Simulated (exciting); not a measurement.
# MnSi (Pm-3m) in exciting: a series of runs

One crystal, MnSi, is run at these levels: PW86PBE, WC; tasks: band structure, density of states.

Everything below comes from runs of exciting (release sodium). Logs are shortened: lines on timing, memory, paths and dates and some standing lists are left out, and cuts for length are marked.

## 1. The cell of the first run

It takes space group Pm-3m (No. 221, cubic). Conventional cell: a = 2.944 Å, b = 2.944 Å, c = 2.944 Å, α = 90.00°, β = 90.00°, γ = 90.00°. Around Mn (site symmetry m-3m) lie 8 Si at 2.55 Å. Si (site symmetry m-3m) has 8 Mn at 2.55 Å as nearest neighbours.

The cell was built by a generator and needn't be a form met in nature.

## 2. Band structure, PW86PBE, collinear spin, ferromagnetic start (volume scaled by 0.88)

Input file input.xml:

```xml
<input>
  <title>MnSi</title>
  <structure speciespath="./" tshift="false">
    <crystal scale="1.88972612463">
      <basevect>2.944021541300 0.000000000000 0.000000000000</basevect>
      <basevect>0.000000000000 2.944021541300 0.000000000000</basevect>
      <basevect>0.000000000000 0.000000000000 2.944021541300</basevect>
    </crystal>
    <species speciesfile="Mn.xml" rmt="2">
      <atom coord="0.000000000000 0.000000000000 0.000000000000" bfcmt="0 0 -8"/>
    </species>
    <species speciesfile="Si.xml" rmt="2">
      <atom coord="0.500000000000 0.500000000000 0.500000000000" bfcmt="0 0 0"/>
    </species>
  </structure>
  <groundstate do="fromscratch" ngridk="9 9 9" rgkmax="8" gmaxvr="14" lmaxapw="10" lmaxmat="10" lmaxvr="8" stype="Fermi Dirac" swidth="0.00036749" nempty="24" ValenceRelativity="iora*" epsengy="1e-05" epspot="1e-05" maxscl="90" outputlevel="normal">
    <libxc exchange="XC_GGA_X_PW86" correlation="XC_GGA_C_PBE"/>
    <spin reducebf="0.5"/>
  </groundstate>
  <properties>
    <bandstructure>
      <plot1d>
        <path steps="80">
          <point coord="0 0 0" label="G"/>
          <point coord="0 0.5 0" label="X"/>
          <point coord="0.5 0.5 0" label="M"/>
          <point coord="0 0 0" label="G"/>
          <point coord="0.5 0.5 0.5" label="R"/>
          <point coord="0 0.5 0" label="X" breakafter="true"/>
          <point coord="0.5 0.5 0" label="M"/>
          <point coord="0.5 0.5 0.5" label="R"/>
        </path>
      </plot1d>
    </bandstructure>
    <dos nwdos="300" winddos="-0.6 0.5" inttype="tetra" ngrdos="100" nsmdos="2" lmirep="true"/>
  </properties>
</input>
```

Potentials or basis: all-electron LAPW+lo, shipped species files, valence relativity iora*.

Command:

```console
OMP_NUM_THREADS=1 exciting_smp
```

INFO.OUT:

```text
================================================================================
EXCITING SODIUM started
[... 10 lines left out ...]

 Lattice vectors (cartesian) :
      5.5633944181      0.0000000000      0.0000000000
      0.0000000000      5.5633944181      0.0000000000
      0.0000000000      0.0000000000      5.5633944181

 Reciprocal lattice vectors (cartesian) :
      1.1293798057      0.0000000000      0.0000000000
      0.0000000000      1.1293798057      0.0000000000
      0.0000000000      0.0000000000      1.1293798057

 Unit cell volume                           :     172.1946092745
 Brillouin zone volume                      :       1.4405225256

 Species :    1 (Mn)
     parameters loaded from                 :    Mn.xml
     name                                   :    manganese
     nuclear charge                         :     -25.00000000
     electronic charge                      :      25.00000000
     atomic mass                            :  100145.93690000
     muffin-tin radius                      :       2.00000000
     # of radial points in muffin-tin       :     350

     atomic positions (lattice) :
       1 :   0.00000000  0.00000000  0.00000000

     magnetic fields (cartesian) :
       1 :   0.00000000  0.00000000 -8.00000000

 Species :    2 (Si)
     parameters loaded from                 :    Si.xml
     name                                   :    silicon
     nuclear charge                         :     -14.00000000
     electronic charge                      :      14.00000000
     atomic mass                            :   51196.73454000
     muffin-tin radius                      :       2.00000000
     # of radial points in muffin-tin       :     300

     atomic positions (lattice) :
       1 :   0.50000000  0.50000000  0.50000000

     magnetic fields (cartesian) :
       1 :   0.00000000  0.00000000  0.00000000

 Total number of atoms per unit cell        :       2

 Spin treatment                             :    spin-polarised
 Global magnetic field (cartesian) :        0.00000000   0.00000000   0.00000000
 collinear magnetisation in z-direction

 Number of Bravais lattice symmetries       :      48
 Number of crystal symmetries               :      48

 k-point grid                               :       9    9    9
 Total number of k-points                   :      35
 k-point set is reduced with crystal symmetries

 R^MT_min * |G+k|_max (rgkmax)              :       8.00000000
 Species with R^MT_min                      :       1 (Mn)
 Maximum |G+k| for APW functions            :       4.00000000
 Maximum |G| for potential and density      :      14.00000000

 G-vector grid sizes                        :      25    25    25
 Total number of G-vectors                  :    8025

 Maximum angular momentum used for
     APW functions                          :      10
     computing H and O matrix elements      :      10
     potential and density                  :       8
     inner part of muffin-tin               :       2

 Total nuclear charge                       :     -39.00000000
 Total electronic charge                    :      39.00000000
 Total core charge                          :      20.00000000
 Total valence charge                       :      19.00000000

 Number of empty states                     :      24
 Total number of valence states             :      68

 Maximum Hamiltonian size                   :     208
 Maximum number of plane-waves              :     191
 Total number of local-orbitals             :      17

 Exchange-correlation type                  :     100
     libxc; exchange: Perdew & Wang 86; correlation: Perdew, Burke & Ernzerhof (see libxc for references)

 Smearing scheme                            :    Fermi-Dirac
 Smearing width                             :       0.00036749

 Using multisecant Broyden potential mixing
[... 16 lines left out ...]
+ SCF iteration number :    1                                                  +
++++++++++++++++++++++++++++++++++++++++++++++++++++++++++++++++++++++++++++++++
 Total energy                               :     -1449.52641658
 _______________________________________________________________
 Fermi energy                               :         0.38716726
 Kinetic energy                             :      1464.24701154
 Coulomb energy                             :     -2839.92510661
 Exchange energy                            :       -72.12233891
 Correlation energy                         :        -1.72598261
 No external B-field energy in total energy

 DOS at Fermi energy (states/Ha/cell)       :       117.93993699

 Electron charges :
     core                                   :        20.00000000
     core leakage                           :         0.00381492
     valence                                :        19.00000000
     interstitial                           :         4.27954907
     charge in muffin-tin spheres :
                  atom     1    Mn          :        23.15459401
                  atom     2    Si          :        11.56585693
     total charge in muffin-tins            :        34.72045093
     total charge                           :        39.00000000
[... 589 lines left out ...]
 Moments :
     interstitial                           :         0.02687636
     moment in muffin-tin spheres :
                  atom     1    Mn          :         0.84758670
                  atom     2    Si          :        -0.05006924
     total moment in muffin-tins            :         0.79751746
     total moment                           :         0.82439382

 RMS change in effective potential (target) :  0.478423E-07  ( 0.100000E-04)
 Absolute change in total energy   (target) :  0.328861E-05  ( 0.100000E-04)
 Charge distance                   (target) :  0.164852E-07  ( 0.100000E-04)

++++++++++++++++++++++++++++++++++++++++++++++++++++++++++++++++++++++++++++++++
| Convergency criteria checked for the last 2 iterations                       +
| Convergence targets achieved. Performing final SCF iteration                 +
++++++++++++++++++++++++++++++++++++++++++++++++++++++++++++++++++++++++++++++++
 Total energy                               :     -1449.30670495
 _______________________________________________________________
 Fermi energy                               :         0.37391832
 Kinetic energy                             :      1464.23218311
 Coulomb energy                             :     -2839.74977758
 Exchange energy                            :       -72.06374388
 Correlation energy                         :        -1.72536659
 No external B-field energy in total energy

 DOS at Fermi energy (states/Ha/cell)       :        82.09313224

 Electron charges :
     core                                   :        20.00000000
     core leakage                           :         0.00363895
     valence                                :        19.00000000
     interstitial                           :         4.32631620
     charge in muffin-tin spheres :
                  atom     1    Mn          :        22.98834579
                  atom     2    Si          :        11.68533801
     total charge in muffin-tins            :        34.67368380
     total charge                           :        39.00000000

 Moments :
     interstitial                           :         0.02688054
     moment in muffin-tin spheres :
                  atom     1    Mn          :         0.84758079
                  atom     2    Si          :        -0.05006689
     total moment in muffin-tins            :         0.79751390
     total moment                           :         0.82439444

++++++++++++++++++++++++++++++++++++++++++++++++++++++++++++++++++++++++++++++++
[... 12 lines left out ...]
| EXCITING SODIUM stopped                                                      =
================================================================================
```

WARNINGS.OUT:

```text
Inversion symmetry is present. Consider using input%groundstate%solver%type = "inversionsymmetry"
```

It took 2 min on 1 thread of Arm Neoverse V1, shared host; peak memory 0.15 GiB.

What came out:

| Item | Value |
| --- | --- |
| Band gap on the k mesh | none (metal or under the smearing width) |
| Net moment | 0.82 μB per cell |
| Site moments | Mn +0.85; Si -0.05 μB |
| All electrons inside the program's atomic spheres | Mn 22.99; Si 11.69 (radii Mn 2.0, Si 2.0 bohr) |

Levels at the corners of the path, in eV from the Fermi level:
Spin up:
```csv
point,band 7,band 8,band 9,band 10,band 11,band 12,band 13,band 14
Γ,-2.47,-0.25,-0.25,-0.25,3.19,3.19,3.19,8.23
X,-1.72,-1.60,-1.60,-0.10,1.02,7.02,7.70,7.70
M,-3.89,-2.55,-1.06,-1.06,0.77,2.07,3.13,7.21
Γ,-2.47,-0.25,-0.25,-0.25,3.19,3.19,3.19,8.23
R,-4.66,-2.15,0.83,0.83,2.37,2.37,2.37,4.25
X,-1.72,-1.60,-1.60,-0.10,1.02,7.02,7.70,7.70
M,-3.89,-2.55,-1.06,-1.06,0.77,2.07,3.13,7.21
R,-4.66,-2.15,0.83,0.83,2.37,2.37,2.37,4.25
```
Spin down:
| point | band 6 | band 7 | band 8 | band 9 | band 10 | band 11 | band 12 | band 13 |
| --- | --- | --- | --- | --- | --- | --- | --- | --- |
| Γ | -2.17 | -2.17 | 0.74 | 0.74 | 0.74 | 3.16 | 3.16 | 3.16 |
| X | -7.01 | -1.34 | -0.84 | -0.84 | 0.92 | 1.49 | 6.91 | 7.89 |
| M | -3.92 | -3.92 | -2.30 | -0.17 | -0.17 | 1.28 | 2.89 | 3.48 |
| Γ | -2.17 | -2.17 | 0.74 | 0.74 | 0.74 | 3.16 | 3.16 | 3.16 |
| R | -4.36 | -4.36 | -2.26 | 1.33 | 1.33 | 2.41 | 2.41 | 2.41 |
| X | -7.01 | -1.34 | -0.84 | -0.84 | 0.92 | 1.49 | 6.91 | 7.89 |
| M | -3.92 | -3.92 | -2.30 | -0.17 | -0.17 | 1.28 | 2.89 | 3.48 |
| R | -4.36 | -4.36 | -2.26 | 1.33 | 1.33 | 2.41 | 2.41 | 2.41 |

States per cell in windows of 0.5 eV (zero at the Fermi level; states under -8 eV left out):
```tsv
from (eV)	up	down	Mn1 d	Mn1 d down	Si2 p	Si2 p down	Si2 s down	Si2 s
-8.0	0.12	0.12	0.01	0.01	0.00	0.00	0.04	0.04
-7.5	0.09	0.09	0.01	0.01	0.00	0.00	0.03	0.03
-7.0	0.07	0.07	0.01	0.01	0.01	0.01	0.02	0.01
-6.5	0.08	0.08	0.01	0.01	0.01	0.01	0.01	0.01
-6.0	0.10	0.09	0.01	0.01	0.02	0.02	0.01	0.01
-5.5	0.13	0.12	0.01	0.01	0.02	0.02	0.00	0.00
-5.0	0.26	0.18	0.05	0.02	0.05	0.03	0.00	0.00
-4.5	0.36	0.35	0.09	0.06	0.06	0.07	0.01	0.01
-4.0	0.29	0.28	0.08	0.06	0.05	0.05	0.00	0.00
-3.5	0.28	0.25	0.10	0.06	0.04	0.04	0.00	0.00
-3.0	0.28	0.25	0.13	0.09	0.03	0.03	0.00	0.00
-2.5	0.24	0.25	0.14	0.12	0.01	0.02	0.00	0.00
-2.0	0.51	0.20	0.35	0.11	0.01	0.01	0.00	0.00
-1.5	1.07	0.45	0.76	0.29	0.04	0.01	0.00	0.01
-1.0	0.94	0.75	0.72	0.48	0.01	0.04	0.01	0.00
-0.5	0.38	0.93	0.29	0.64	0.01	0.03	0.01	0.01
0.0	0.08	0.66	0.05	0.49	0.00	0.01	0.00	0.00
0.5	0.53	0.26	0.42	0.20	0.02	0.00	0.00	0.01
1.0	0.50	0.48	0.36	0.38	0.03	0.02	0.01	0.02
1.5	0.21	0.44	0.11	0.31	0.02	0.03	0.02	0.02
2.0	0.25	0.19	0.12	0.10	0.02	0.02	0.02	0.03
2.5	0.24	0.24	0.10	0.12	0.03	0.02	0.03	0.03
3.0	0.27	0.30	0.09	0.14	0.04	0.03	0.03	0.02
3.5	0.26	0.29	0.08	0.12	0.04	0.04	0.02	0.01
4.0	0.25	0.26	0.08	0.09	0.05	0.04	0.01	0.01
4.5	0.26	0.24	0.08	0.08	0.06	0.04	0.01	0.01
5.0	0.24	0.29	0.06	0.10	0.05	0.06	0.01	0.01
5.5	0.24	0.26	0.05	0.07	0.06	0.06	0.01	0.01
6.0	0.22	0.24	0.04	0.06	0.05	0.06	0.00	0.00
6.5	0.20	0.22	0.03	0.04	0.05	0.06	0.00	0.00
7.0	0.19	0.20	0.03	0.03	0.04	0.04	0.00	0.00
7.5	0.18	0.19	0.02	0.03	0.02	0.02	0.00	0.00
```

## 3. Density of states, WC, collinear spin, ferromagnetic start (volume scaled by 0.92)

Input file input.xml:

```xml
<input>
  <title>MnSi</title>
  <structure speciespath="./" tshift="false">
    <crystal scale="5.6464423993">
      <basevect>1.000000000005 0.000000000000 0.000000000000</basevect>
      <basevect>0.000000000000 1.000000000005 0.000000000000</basevect>
      <basevect>0.000000000000 0.000000000000 1.000000000005</basevect>
    </crystal>
    <species speciesfile="Mn.xml" rmt="2">
      <atom coord="0.000000000000 0.000000000000 0.000000000000" bfcmt="0 0 -8"/>
    </species>
    <species speciesfile="Si.xml" rmt="2">
      <atom coord="0.500000000000 0.500000000000 0.500000000000" bfcmt="0 0 0"/>
    </species>
  </structure>
  <groundstate do="fromscratch" ngridk="9 9 9" rgkmax="8" gmaxvr="14" lmaxapw="10" lmaxmat="10" lmaxvr="8" stype="Methfessel-Paxton 1" swidth="0.00036749" nempty="24" ValenceRelativity="iora*" epsengy="1e-05" epspot="1e-05" maxscl="90" outputlevel="normal">
    <libxc exchange="XC_GGA_X_WC" correlation="XC_GGA_C_PBE"/>
    <spin reducebf="0.5"/>
  </groundstate>
  <properties>
    <dos nwdos="200" winddos="-0.4 0.4" inttype="tetra" ngrdos="100" nsmdos="1" lmirep="true"/>
  </properties>
</input>
```

Potentials or basis: all-electron LAPW+lo, shipped species files, valence relativity iora*.

Command:

```console
OMP_NUM_THREADS=1 exciting_smp
```

Run time: 2.3 min. Hardware: 1 thread of Arm Neoverse V1, shared host; peak memory 0.15 GiB.

It converged, with:

```yaml
Band_gap_on_the_k_mesh: none (metal or under the smearing width)
Net_moment: 0.89 μB per cell
Site_moments: Mn +0.92; Si -0.06 μB
All_electrons_inside_the_program's_atomic_spheres: Mn 22.96; Si 11.66 (radii Mn 2.0, Si 2.0 bohr)
```

Levels at points of the mesh, in eV from the Fermi level:
Spin up:
| k point | band 6 | band 7 | band 8 | band 9 | band 10 | band 11 | band 12 | band 13 | band 14 | band 15 |
| --- | --- | --- | --- | --- | --- | --- | --- | --- | --- | --- |
| (0.00, 0.00, 0.00) | -2.43 | -2.43 | -0.38 | -0.38 | -0.38 | 2.95 | 2.95 | 2.95 | 8.08 | 8.08 |
Spin down:
```tsv
k point	band 7	band 8	band 9	band 10	band 11	band 12
(0.00, 0.00, 0.00)	-2.01	0.70	0.70	0.70	2.93	2.93
```

States per cell in windows of 1 eV (zero at the Fermi level; states under -8 eV left out):
```tsv
from (eV)	up	down	Mn1 d	Mn1 d down	Si2 p down	Si2 p	Si2 s	Si2 s down
-8.0	0.23	0.22	0.02	0.02	0.01	0.01	0.08	0.08
-7.0	0.14	0.13	0.02	0.01	0.01	0.01	0.03	0.03
-6.0	0.20	0.19	0.02	0.02	0.03	0.03	0.01	0.01
-5.0	0.57	0.41	0.12	0.05	0.08	0.10	0.01	0.01
-4.0	0.64	0.65	0.19	0.14	0.12	0.10	0.01	0.01
-3.0	0.54	0.50	0.29	0.19	0.06	0.04	0.00	0.00
-2.0	1.67	0.61	1.17	0.36	0.02	0.05	0.01	0.01
-1.0	1.24	1.65	0.95	1.09	0.08	0.02	0.01	0.02
0.0	0.74	0.99	0.56	0.74	0.02	0.03	0.02	0.01
1.0	0.54	0.89	0.30	0.66	0.04	0.05	0.05	0.03
2.0	0.49	0.50	0.20	0.26	0.05	0.06	0.05	0.06
3.0	0.57	0.61	0.18	0.25	0.08	0.09	0.02	0.04
4.0	0.51	0.52	0.14	0.18	0.09	0.11	0.01	0.01
5.0	0.48	0.54	0.10	0.15	0.12	0.12	0.01	0.01
6.0	0.41	0.44	0.06	0.09	0.11	0.11	0.00	0.00
7.0	0.32	0.34	0.04	0.05	0.04	0.04	0.00	0.00
```
